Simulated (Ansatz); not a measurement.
## Cd under changes of volume

One of the cells (21.585 Å³/atom); the others are scaled copies at fixed shape and fractional positions:

```xyz
2
Lattice="2.9789 0.0000 0.0000 -1.4894 2.5798 0.0000 0.0000 0.0000 5.6177" Properties=species:S:1:pos:R:3 pbc="T T T"
Cd    1.4894    0.8599    4.2132
Cd    0.0000    1.7199    1.4044
```

| Quantity | Value |
| --- | --- |
| Program | Ansatz 0.2.0 |
| Functional | PBE |
| Potentials or basis | SPMS NC |
| Cutoff | 653 eV (not typed: the program's choice for these potentials) |
| k mesh | 10 × 10 × 5 |
| Occupations | fermi-dirac, width 0.05 eV |
| Spin | no spin polarisation |

```tsv
volume (Å³/atom)	energy over the lowest point (meV/atom)	pressure (GPa)
20.290	?	?
20.722	32.54	5.7
21.154	19.18	4.2
21.585	9.68	2.9
22.017	3.59	1.7
22.449	0.49	0.6
22.880	0.00	-0.3
```

Problem. What does the run at 20.290 Å³/atom give?

Solution. Energy over the lowest point 50.29 meV/atom; pressure 7.5 GPa.

Worked out: A Birch-Murnaghan fit of order 3 (a polynomial in V^(-2/3)) to the other rows has its minimum at 22.75 Å³/atom with B0 = V·E''(V) = 47 GPa and B' = 5.9 at fixed shape and positions, which overstates the stiffness. It gives 50.33 meV/atom at 20.290 Å³/atom, against the run's 50.29, and -dE/dV = 7.5 GPa, against 7.5.

Energies are extrapolated to zero smearing.
